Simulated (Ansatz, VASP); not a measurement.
# GaN: VASP beside Ansatz, part 2 of 2

Aim: how closely do two programs agree when they are given the same cell, functional and k mesh?

VASP 6.6.1 and Ansatz 0.2.0.

So far: The structure; VASP: relaxation of cell and atoms, r2SCAN.

### 3. Ansatz: relaxation of cell and atoms, r2SCAN

Level of this step: Ansatz beside VASP: Kohn-Sham DFT, plane waves, r2SCAN (Ansatz).

Ansatz runs on its default PAW (the set named soft_2) files.

The same cell, functional, mesh and smearing now go to Ansatz, which takes its cutoff from its data sets.

The input, input.yaml:

```yaml
crystal:
  lattice:
    - [3.189, 0.0, 0.0]
    - [-1.5945, 2.761755013, 0.0]
    - [0.0, 0.0, 5.185]
  atoms:
    - { symbol: Ga, position: [0.3333333333, 0.6666666667, 0.0] }
    - { symbol: Ga, position: [0.6666666667, 0.3333333333, 0.5] }
    - { symbol: "N", position: [0.3333333333, 0.6666666667, 0.377] }
    - { symbol: "N", position: [0.6666666667, 0.3333333333, 0.877] }
hamiltonian:
  xc: r2scan
  pseudopotentials: { kind: paw }
kpoints:
  mp_grid: { grid: [10, 10, 5] }
scf:
  occupations: { method: gaussian, width: 0.02 }
relax:
  f_tol: 0.01
  max_steps: 60
  cell: { stress_tol: 0.05 }
output:
  forces: true
  stress: true
  write_density: true
  write_potential: true
  elf: true
  volumetric_format: npy
```

Launch:

```console
$ ansatz run input.yaml --threads 4 --pin off --max-ram 9216MiB --backend cpu --events-out ev --progress --plain --runs-dir out
```

Numbers of over 12 decimals in the logs are rounded to 6 here.

Log:

```text
Engine: ansatz 0.2.0, aarch64-unknown-linux-gnu
Pseudopotentials: kind: paw
Pseudopotential: Ga, paw, valence charge 13, recommended cutoff 500 eV (meta_gga), Ga.paw.azcp
Pseudopotential: N, paw, valence charge 5, recommended cutoff 500 eV (meta_gga), N.paw.azcp
Functional definition: r2SCAN
  parameter k0 = 0.174
  parameter k1 = 0.065
  parameter a1 = 4.9479
  exchange = r2scan_x(k0 = k0, k1 = k1, a1 = a1)
  correlation = r2scan_c
Crystal: 4 atoms, lattice volume = 45.666 Å³
Basis set: ecut = 500 eV, 1141 PW (Γ), exchange–correlation on 96×96×160 points (64 copies of the dense FFT grid, shifted against one another)
Bands: 22, of which v1, the nominal top of the filled ones, is band 18 counted from 1 (17 counted from 0)
Symmetry: 12 space group operations
Space group: P63mc (ITA 186), of the structure as read, at distance tolerance 3.6e-5 Å
k-points: 42 of 500 (time reversal used)
Non-local potential: Ga, projectors of the file, l = 0: 2, l = 1: 2, l = 2: 3, l = 3: 1
Non-local potential: N, projectors of the file, l = 0: 2, l = 1: 2, l = 2: 1
PAW form: soft (Blöchl's): semilocal exchange-correlation on the pseudo side does not see the compensation charge
PAW frozen core: Ga, regenerated for the run's functional (the file was generated under x = pbe(κ = 0.804, μ = 0.219515), c = pbe(β = 0.066725))
PAW frozen core: N, regenerated for the run's functional (the file was generated under x = pbe(κ = 0.804, μ = 0.219515), c = pbe(β = 0.066725))
PAW one-centre angular grid: Ga, 590 points (default); XC on 160 Gauss nodes
PAW one-centre angular grid: N, 302 points (default); XC on 160 Gauss nodes
Initial density: superposition of atomic densities (neutral atoms: chi_scale 0, normalization atom), corrected by the library's trained network
Initial wavefunctions: pseudopotential atomic-orbital guess
Functional: x = r2scan, c = r2scan; τ floored in thin density (d = 2e-4 eV/Å³)
SCF iter   1: F=—  HF=-8352.711770 eV  |F-HF|=—  |Δ(HF+E_count)|=         —  Δρ=1.25e-2  dr2=2.67e-2  dr2_τ=1.89e-1  ethr=1.77e-3  ⟨swp⟩=5.7  Hψ=3907  notcnv=0
preconditioner: auto → Resta (q_TF=auto, 2.622 Å⁻¹)  ε∞=4.5  [insulator: Δε(μ)=2.290 eV  Ē_g=17.620 eV  σ=0.020 eV  W_gap=1.00  n_scr=22 (ndim 8)  ℏωp=33.0 eV  f_vac=0.008  D(μ)=0.00/eV (n_scr^D=0)  ε∞_Penn≈4.5]
SCF iter   2: F=—  HF=-8352.774336 eV  |F-HF|=—  |Δ(HF+E_count)|=   6.26e-2  Δρ=5.84e-3  dr2=9.47e-3  dr2_τ=3.15e-4  ethr=7.40e-5  ⟨swp⟩=3.0  Hψ=2317  notcnv=0
SCF iter   3: F=—  HF=-8352.773807 eV  |F-HF|=—  |Δ(HF+E_count)|=   5.29e-4  Δρ=3.69e-3  dr2=2.65e-3  dr2_τ=8.80e-5  ethr=2.63e-5  ⟨swp⟩=3.0  Hψ=1772  notcnv=0
SCF iter   4: F=—  HF=-8352.773824 eV  |F-HF|=—  |Δ(HF+E_count)|=   1.72e-5  Δρ=2.97e-4  dr2=2.12e-5  dr2_τ=8.08e-6  ethr=7.36e-6  ⟨swp⟩=3.0  Hψ=1811  notcnv=0
SCF iter   5: F=—  HF=-8352.773848 eV  |F-HF|=—  |Δ(HF+E_count)|=   2.34e-5  Δρ=1.29e-4  dr2=3.96e-6  dr2_τ=4.29e-7  ethr=5.89e-8  ⟨swp⟩=2.0  Hψ=1582  notcnv=0
SCF iter   6: F=—  HF=-8352.773852 eV  |F-HF|=—  |Δ(HF+E_count)|=   4.40e-6  Δρ=3.49e-5  dr2=5.89e-7  dr2_τ=2.71e-8  ethr=1.10e-8  ⟨swp⟩=2.7  Hψ=1680  notcnv=0
SCF iter   7: F=—  HF=-8352.773852 eV  |F-HF|=—  |Δ(HF+E_count)|=   6.32e-9  Δρ=1.76e-5  dr2=1.39e-7  dr2_τ=8.65e-9  ethr=2.78e-10  ⟨swp⟩=8.1  Hψ=6370  notcnv=0
SCF iter   8: F=-8352.773852 eV  HF=-8352.773852 eV  |F-HF|=1.58e-8  |Δ(HF+E_count)|=   2.26e-8  Δρ=7.78e-6  dr2=2.75e-8  dr2_τ=4.60e-10  ethr=2.78e-10  ⟨swp⟩=7.0  Hψ=5117  notcnv=0
SCF 1 converged in 8 iterations: F = -8352.773852 eV  dr2 = 2.75e-8
  greatest PAW one-centre occupation: 0.995 electrons in one spin orbital (limit 2), on the Ga atom at site 1 (counted from 0), in its partial waves of l = 2
relax step   1: F+E_penalty+E_count = -8352.77385198 eV  Δ(F+E_penalty+E_count) = +0.000e0 eV  max|allowed force component| = 2.514e-3 eV/Å  Δτ_max = 0.0000 Å  P = -0.774 GPa  Ω = 45.666 Å³  (8 SCF iters, dr2 threshold 1.00e-7 eV, accepted)
[...]
relax step   2: F+E_penalty+E_count = -8352.77436495 eV  Δ(F+E_penalty+E_count) = -5.130e-4 eV  max|allowed force component| = 4.190e-3 eV/Å  Δτ_max = 0.0008 Å  P = -0.301 GPa  Ω = 45.554 Å³  energy of the carried Pulay correction = +6.885e-5 eV  (5 SCF iters, dr2 threshold 4.00e-7 eV, accepted)
[...]
relax step   3: F+E_penalty+E_count = -8352.77447516 eV  Δ(F+E_penalty+E_count) = -1.102e-4 eV  max|allowed force component| = 2.936e-3 eV/Å  Δτ_max = 0.0001 Å  P = +0.011 GPa  Ω = 45.482 Å³  energy of the carried Pulay correction = +1.137e-4 eV  (4 SCF iters, dr2 threshold 2.37e-7 eV, accepted)
[...]
relax step   4: F+E_penalty+E_count = -8352.77435847 eV  Δ(F+E_penalty+E_count) = +1.167e-4 eV  max|allowed force component| = 2.920e-3 eV/Å  Δτ_max = 0.0000 Å  P = +0.011 GPa  Ω = 45.482 Å³  stress off target by 4.26e-2 GPa  SCF on the basis re-selected at this cell (its energy is not comparable with the rows above)  (6 SCF iters)
basis re-selected at this cell: Δ(F+E_penalty+E_count) = +1.167e-4 eV, ΔP = -0.001 GPa vs the last step (what re-selecting the basis moved, of the pressure what is left beyond the Pulay correction that the steps carried, after the strain that the cell walked since its last selection, with what the two solves' SCF thresholds leave and, on support functions, any second-order correction that the steps lacked; it is no m [...]
SCF converged after 6 iterations
Free energy (F): -8352.774358 eV
Harris-Foulkes:  -8352.774358 eV  (|F-HF|=3.64e-12)
Internal energy: -8352.774358 eV  (E = F + TS)
E sigma→0 (E₀):  -8352.774358 eV
Fermi energy:    10.663101 eV
--- Per-component energies (eV) ---
  E_band       = -29.628677
  E_kinetic    = 494.372217
  E_local      = -3903.952769  (includes V_loc(G=0)·N_el)
  E_nonlocal   = 952.976988
  E_hartree    = 1801.737152
  E_xc         = -243.550292
  E_vxc        = -287.267368  (∫ρ·V_xc dr)
  E_paw        = -4274.771008  (= ΣΔE_a)
  E_vpaw       = -904.913781  (= ΣTr[D̂ρ^β])
  E_aug_tail   = -0.000045  (compensation charges beyond the density's cutoff)
  E_vtau       = 15.681820  (kinetic-family band-sum trace: ∫τ·v_τ [+ j·A + Jᵃ·Aᵃ] dr)
  E_ewald      = -3178.221332
  E_core_change = -1.365269  (= ΣΔE_core)
  E_smearing   = -0.000000  (= −TS)
  E_closure    = 0.000000  (closes the sum)
  Σ components = -8352.774358   (vs F -8352.774358, Δ=0.00e0)
--- Forces (eV/Å), atoms counted from 1 ---
  atom   1  Ga    -0.00000000    -0.00000000    -0.00291922
  atom   2  Ga     0.00000000     0.00000000    -0.00291922
  atom   3  N      0.00000000    -0.00000000     0.00292157
  atom   4  N      0.00000000     0.00000000     0.00292157
  max |Σ_I F_I| component: 4.71e-6 eV/Å
--- Stress (GPa, compression-positive) ---
       -0.005266      -0.000000      -0.000000
        0.000000      -0.005266       0.000000
       -0.000000       0.000000       0.042559
  P = ⅓ Tr σ = 0.0107 GPa (0.107 kbar)
--- Band table (eV; the first three rows and the last of 42) ---
  k-point 0: bands = [... 14 lower, 8.4195, 9.4510, 9.4875, 9.4875, 11.8386, 14.3220, 19.4589, 20.0869]
  k-point 1: bands = [... 14 lower, 8.5170, 8.5170, 9.3811, 9.3811, 12.7252, 14.3948, 19.1712, 20.1053]
  k-point 2: bands = [... 14 lower, 8.7767, 8.7767, 9.1068, 9.1068, 13.9013, 14.4326, 18.7003, 18.9407]
  k-point 41: bands = [... 14 lower, 5.0046, 5.7468, 7.6547, 7.9539, 16.3242, 16.3780, 17.3981, 17.9377]
--- Relaxed structure (3 steps of the walk, 3 accepted, 1 SCFs on fresh bases) ---
  F+E_penalty+E_count = -8352.77435847 eV   max|allowed force component| = 2.920e-3 eV/Å   (the final SCF, on the basis selected at the relaxed cell)
  cell:  # Å, volume = 45.4822 Å³
    - [3.183123, 0.0, 0.0]
    - [-1.591562, 2.756665, 0]
    - [0, 0, 5.183277]
  atoms:
    - { symbol: Ga, position: [0.333333, 0.666667, 0.000129729] }
    - { symbol: Ga, position: [0.666667, 0.333333, 0.500130] }
    - { symbol: N, position: [0.333333, 0.666667, 0.376870] }
    - { symbol: N, position: [0.666667, 0.333333, 0.876870] }
```

Wall time 10 s (4 threads of Arm Neoverse V1, shared host); peak memory 0.46 GiB; 40 s of CPU time.

### 4. Differences

Known differences besides the potentials themselves: VASP keeps PBE cores, Ansatz makes them for the functional; both relaxations stop at a tolerance, which leaves soft axes loose, and VASP keeps its plane-wave basis; the cutoff is 500 eV in Ansatz and 520 eV in VASP; Ansatz adds a Pulay correction to the stress that steers its cell, VASP none. Total energies have different zeros and are not compared.

Compared:

```tsv
quantity	Ansatz	VASP	difference
volume (Å³)	45.48	45.74	-0.56 %
edge a after relaxation, in the typed setting (Å)	3.183	3.189	-0.19 %
edge c after relaxation, in the typed setting (Å)	5.183	5.192	-0.18 %
```

The walks stopped with 0.01 GPa left in Ansatz and 0.00 GPa in VASP; each walk ends within a tolerance, so the volume difference is uncertain by about these residues over the bulk modulus, most in soft cells.

### 5. Summary of results

| Property | Result |
| --- | --- |
| difference in volume (relaxation of cell and atoms, r2SCAN) | -0.56 % |

The difference in volume is -0.56 % (relaxation of cell and atoms, r2SCAN), within the 1.2 % picked in this series as the mark of a large difference, as far as the stopping tolerances let one tell. How closely two codes agree says nothing of how well the functional describes the real material.

[Lines on the potential files, build, host, timing and source positions are cut from VASP's logs without a mark.]

[Logs are printed without paths, hosts, clocks, repeated set-up lines and the standing remarks that a program may print on its own settings, such as how far it seeks lower states.]

[Hosts, paths, dates, database ids (printed as entryN), source tags and the programs' standing remarks are cut or masked in the printed files.]
